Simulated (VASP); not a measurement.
Runs of VASP 6.6.1 on NiO. The structure is hexagonal, space group P-6m2 (No. 187). Conventional cell: a = 2.783 Å, b = 2.783 Å, c = 2.716 Å, α = 90.00°, β = 90.00°, γ = 120.00°. Ni (site symmetry -6m2) has 6 O at 2.10 Å as nearest neighbours. O (site symmetry -6m2) has 6 Ni at 2.10 Å as nearest neighbours. Measurements of this composition are mostly on another form, of space group No. 225.

```tsv
level	potentials or basis	spin	U	fixed moment (μB)	gap on the mesh (eV)	pressure (GPa)	moment (μB)
LDA+U	VASP PAW LDA potentials, release 64 (Ni, O)	collinear, zero start	Ni d U = 4 eV	-	none	-25.6	0.00
LDA+U	VASP PAW LDA potentials, release 64 (Ni, O)	collinear, random start	Ni d U = 7 eV	-	1.30	-15.8	2.00
LDA+U	VASP PAW LDA potentials, release 64 (Ni, O)	collinear, random start	Ni d U = 4 eV	-	none	-13.4	2.00
LDA+U	VASP PAW LDA potentials, release 64 (Ni, O)	collinear, ferromagnetic start	Ni d U = 7 eV	2	-	-16.0	2.00
r2SCAN+U	VASP PAW PBE potentials, release 64 (Ni, O)	off	Ni d U = 3 eV	-	none	-12.9	-
LDA+U	VASP PAW LDA potentials, release 64 (Ni, O)	collinear, ferromagnetic start	Ni d U = 4 eV	-	none	(a)	2.00
LDA+U	VASP PAW LDA potentials, release 64 (Ni, O)	collinear, ferromagnetic start	Ni d U = 7 eV	-	1.30	-16.0	2.00
LDA+U	VASP PAW LDA potentials, release 64 (Ni, O)	collinear, zero start	Ni d U = 7 eV	-	none	-30.5	0.00
LDA+U	VASP PAW LDA potentials, release 64 (Ni, O)	collinear, ferromagnetic start	Ni d U = 4 eV	2	-	-13.4	2.00
```

Alike in all rows: task single point; cell as given; k mesh 8 × 8 × 7; cutoff (eV) 520; smearing gaussian 0.05 eV.

Fill in the values left out.

(a) -13.2.

Caveats: a cell with one magnetic atom can't hold antiferromagnetic order, which such compounds often take (some runs); an odd mesh through Γ misses points on the zone boundary, where band edges often lie (some runs); the total moment is fixed, so each spin has its own Fermi level (some runs); the PAW data sets were made with another functional, which shifts forces and pressure a little (some runs); U without spin polarisation on a metal has little footing (some runs); a pressure of tens of GPa on the cell as given is suspect, and the run, the potentials or the cell itself is likely at fault (some runs).

A gap of «none» marks a metal or a gap under the smearing width.
